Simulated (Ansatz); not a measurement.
# GaN (P6_3mc):H_i (antibonding, by N), thermodynamic levels from a 72-atom cell, part 2 of 2

Charge states of H_i (antibonding, by N) in GaN (P6_3mc), set against the band edges. Model: a cell of 72 host atoms with 1 H put in.

Ansatz; place-levels on r2SCAN runs: charge-transition levels and formation energies with image-charge correction and potential alignment at the atomic sites; PAW set soft_1.

So far: The starting structure; The runs of each charge state.

## Step 3: place-levels, r2SCAN

A charged cell interacts with its images and the background, and its potential has another zero than the host's. place-levels removes the first by a point-charge model, screened by the static dielectric constant since the ions have relaxed around the charge, and the second by comparing potentials at atoms far from the defect.

The host is a run of the defect-free crystal in the same cutoffs, grids and k-points, so that basis and sampling errors cancel in part in the differences. The host is run in a cell of 8 atoms on a matching mesh. Its band edges are searched through the zone by a band path, so the gap is smaller than, or equal to, that on the mesh. Chemical potentials are energies per atom of H (H2 molecule), run with the same functional and cutoff.

levels.point.yaml reads:

```yaml
host:
  run: host.point.run
states: [qm1.point.run, q0_M1.point.run, qp1.point.run]
geometry_from:
  qm1.point.run: qm1.relax.run
  q0_M1.point.run: q0_M1.relax.run
  qp1.point.run: qp1.relax.run
  host.point.run: host.relax.run
chemical_potentials:
  H:
    energy: -15.945394
    dataset: "<sha256 of the dataset>"
epsilon: [5.83, 5.83, 6.02]
static_epsilon: [10.1, 10.1, 11.19]
vertical:
  - { from: qm1.point.run, to: qm1.point_neutral.run }
  - { from: qp1.point.run, to: qp1.point_neutral.run }
```

On the command line:

```bash
$ ansatz place-levels levels.point.yaml -- --threads 8 --pin off --max-ram 15073MiB
```

Log:

```text
[... repeated set-up lines and file paths are left out, and long positions are rounded to six places ...]
(+1/0) 2.712 eV above the valence edge, in the conduction band
(0/-1) 3.726 eV above the valence edge, in the conduction band
formation energy of charge +1: +0.367 eV with the Fermi level at the valence edge
formation energy of charge 0: +3.079 eV with the Fermi level at the valence edge
formation energy of charge -1: +6.804 eV with the Fermi level at the valence edge
vertical -1 to 0: no energy, since no alignment is typed
  the change from vertical[0].from (qm1.point.run) to vertical[0].to (qm1.point_neutral.run): by its potential at epsilon [5.83, 5.83, 6.02] it stands at 0.514 0.335 0.500, with an rms radius of about 1.7 Å (0.9 1.3 0.7 Å across the planes of the cell's [...]
vertical +1 to 0: no energy, since no alignment is typed
  the change from vertical[1].from (qp1.point.run) to vertical[1].to (qp1.point_neutral.run): by its potential at epsilon [5.83, 5.83, 6.02] it stands at 0.518 0.347 0.472, with an rms radius of about 5.5 Å (2.7 3.5 3.2 Å across the planes of the cell's [...]
  edges by r2scan, gap 2.669 eV; the host is sampled to repeats of 18.81 Å
  the defect's cells are sampled to repeats of 18.81 Å, like sampling
  charge +1: -150374.7607 eV with its correction of +0.241 eV, at epsilon [10.1, 10.1, 11.19], aligned at sites: +0.0284 eV, mean over 34 atomic sites at or beyond 4.70 Å from the defect at [0.6143, 0.5619, 0.4054], with -0.000147 for the charge's moments and [...]
  charge 0: +0.000 eV for its dipole among its images, +0.000 omitted
  charge -1: -150347.9703 eV with its correction of +0.174 eV, at epsilon [10.1, 10.1, 11.19], aligned at sites: +0.0390 eV, mean over 34 atomic sites at or beyond 4.70 Å from the defect at [0.6143, 0.5619, 0.4054], with +0.000000 for the charge's moments and [...]
  of states[2] (qp1.point.run): it parts from the run at its places by a charge that spreads by about 3.5 Å along one vector (1.4 Å or more is wide), by its potential at epsilon [5.83, 5.83, 6.02], taken for that of held ions (one typed too small widens it), [...]
  of states[1] (q0_M1.point.run): stability_check_not_made
  of states[0] (qm1.point.run): its displacements don't fall off away from the defect: farther atoms stand 0.023 Å off the host's places. [...]
  of vertical[0].from (qm1.point.run): its displacements don't fall off away from the defect: farther atoms stand 0.023 Å off the host's places. [...]
  of vertical[0].to (qm1.point_neutral.run): its displacements don't fall off away from the defect: farther atoms stand 0.023 Å off the host's places. [...]
  of vertical[1].from (qp1.point.run): it parts from the run at its places by a charge that spreads by about 3.5 Å along one vector (1.4 Å or more is wide), by its potential at epsilon [5.83, 5.83, 6.02], taken for that of held ions (one typed too small [...]
  of vertical[1].to (qp1.point_neutral.run): its moments are held at its close (magnetization.spin_locking), by a field of 0.278 eV a Bohr magneton, and its energy and levels are of the state that this holds: a run that lets them go can end lower; [...]
```

Elapsed: 0.31 s, on 8 threads of Arm Neoverse V2, shared host.

Levels between the charges placed, in eV above the valence top:

```
        gap (eV)  (+1/0)  (0/−1)
r2SCAN      2.67    2.71    3.73
```

Corrections by state:

```csv
charge,moment (μB),image terms and alignment (eV),band filling (eV),ε used,"over the lowest of its charge, as the program ranks them, band filling apart (eV)"
+1,0.0,0.241,-,"principal values (10.10, 10.10, 11.19)",0.000
0,1.0,0.000,-,-,0.000
−1,0.0,0.174,-,"principal values (10.10, 10.10, 11.19)",0.000
```

The charged structures listed were also run neutral, and place-levels reads from each pair, by the potential or the spins, how wide the charge is by which they differ; that can be the carrier of either run.

```
charge  rms radius (Å)  spread where it is widest against the cell (Å)  wide from (Å)  reading
    +1             5.5                                            3.51           1.41     wide
    −1             1.7                                            1.33           1.41   narrow
```

The neutral runs of these pairs need not share the spin of the lowest neutral state, and very wide values only mean spread over the cell.

From the program's caveats on the states, each cut to its opening words:

- charge +1: it parts from the run at its places by a charge that spreads by about 3.5 Å along one vector (1.4 Å or more is wide), by its potential at epsilon [5.83, 5.83, [...]
- charge 0 (1 μB): flagged: stability check not made
- charge −1: its displacements don't fall off away from the defect: farther atoms stand 0.023 Å off the host's places

The host's formation energy from the elements is -0.638 eV per atom at this strain; it sets how far the chemical potentials can move.

Formation energies (eV), Ga-rich (Δμ(Ga) = 0.00 eV, Δμ(N) = -1.28 eV, Δμ(H) = 0.00 eV):

```
charge  Fermi level at the valence top  at the conduction bottom
    +1                            0.37                      3.04
     0                            3.08                      3.08
    −1                            6.80                      4.14
```

Formation energies (eV), N-rich (Δμ(N) = 0.00 eV, Δμ(Ga) = -1.28 eV, Δμ(H) = 0.00 eV):

```csv
charge,Fermi level at the valence top,at the conduction bottom
+1,0.37,3.04
0,3.08,3.08
−1,6.80,4.14
```

## Step 4: Effect of the sampling

The relaxations' own energies give the levels at their sampling, for comparison.

levels.relax_mesh.yaml reads:

```yaml
host:
  run: host.relax.run
states: [qm1.relax.run, q0_M1.relax.run, qp1.relax.run]
chemical_potentials:
  H:
    energy: -15.945394
    dataset: "<sha256 of the dataset>"
```

On the command line:

```bash
$ ansatz place-levels levels.relax_mesh.yaml -- --threads 8 --pin off --max-ram 15073MiB
```

Log:

```text
(+1/0) 2.728 eV above the valence edge, in the conduction band
(0/-1) 3.881 eV above the valence edge, in the conduction band
formation energy of charge +1: +0.358 eV with the Fermi level at the valence edge
formation energy of charge 0: +3.086 eV with the Fermi level at the valence edge
formation energy of charge -1: +6.967 eV with the Fermi level at the valence edge
  edges by r2scan, gap 2.677 eV; the host is sampled to repeats of 13.88 Å
[... the lines on each state left out ...]
```

Wall time 0.1 s (8 threads).

Levels between neighbouring charges, in eV above the valence top:

|  | gap (eV) | (+1/0) | (0/−1) |
| --- | --- | --- | --- |
| one point at (¼, ¼, ¼) | 2.68 | 2.73 | 3.88 |
| a 2×2×2 shifted mesh | 2.67 | 2.71 | 3.73 |

Going from one point at (¼, ¼, ¼) to a 2×2×2 shifted mesh moves the levels that carry no band-filling term by up to 0.15 eV and formation energies against the elements by up to 0.16 eV.

## Step 5: Results

| Item | Value |
| --- | --- |
| gap of the host | 2.67 eV (r2SCAN) |
| level (plus 1/0) | 2.71 eV above the valence top, past the conduction bottom |
| level (0/minus 1) | 3.73 eV above the valence top, past the conduction bottom |
| lowest of the charges placed, just above the valence top (0.02 eV) | +1 |
| lowest of the charges placed, just below the conduction bottom (0.02 eV) | +1 |
| lowest formation energy at mid-gap of the charges run, Ga-rich | 1.70 eV |
| lowest formation energy at mid-gap of the charges run, N-rich | 1.70 eV |

In words: Of the charges placed (−1, 0 and +1), +1 is the lowest from 0.02 eV above the valence top to 0.02 eV below the conduction bottom, a gap of 2.67 eV. (+1/0) lies 0.04 eV from a band edge, less than the doubt on such levels. Charges above +1 were not placed, so these runs say nothing of levels that involve them. States placed: +1 at 0 μB; 0 at 1 μB; −1 at 0 μB. Other spin states or structures, where not listed, weren't placed. At charge −1 and 0 the atom put in ends up to 1.1 Å from its starting place, so the name tells the start alone and the levels can join different sites. H is taken at its element; compounds, which aren't counted here, bound the chemical potentials and would shift these formation energies. Going from one point at (¼, ¼, ¼) to a 2×2×2 shifted mesh moves the levels that carry no band-filling term by up to 0.15 eV and formation energies against the elements by up to 0.16 eV. Keep in mind: r2SCAN makes the gap too small and tends to spread out bound carriers; where a gas molecule sets a chemical potential or the host's formation energy, its binding is uncorrected; force components of up to 0.19 eV/Å remain in a run at the final settings.

[Logs are printed without paths, hosts, clocks, repeated set-up lines and the standing remarks that a program may print on its own settings, such as how far it seeks lower states.]

[Hosts, paths, dates, database ids (printed as entryN), source tags and the programs' standing remarks are cut or masked in the printed files.]

[Where a table of states has a column of steps, it counts the stored structures, which are thinned; the runs took as many ionic steps or more.]

[A defect's name tells the site on which it was built; relaxed atoms can leave that site.]

[For some hosts the program warned that the k-mesh of the response run may be too coarse for force constants and the static dielectric constant; such warnings are not shown here.]
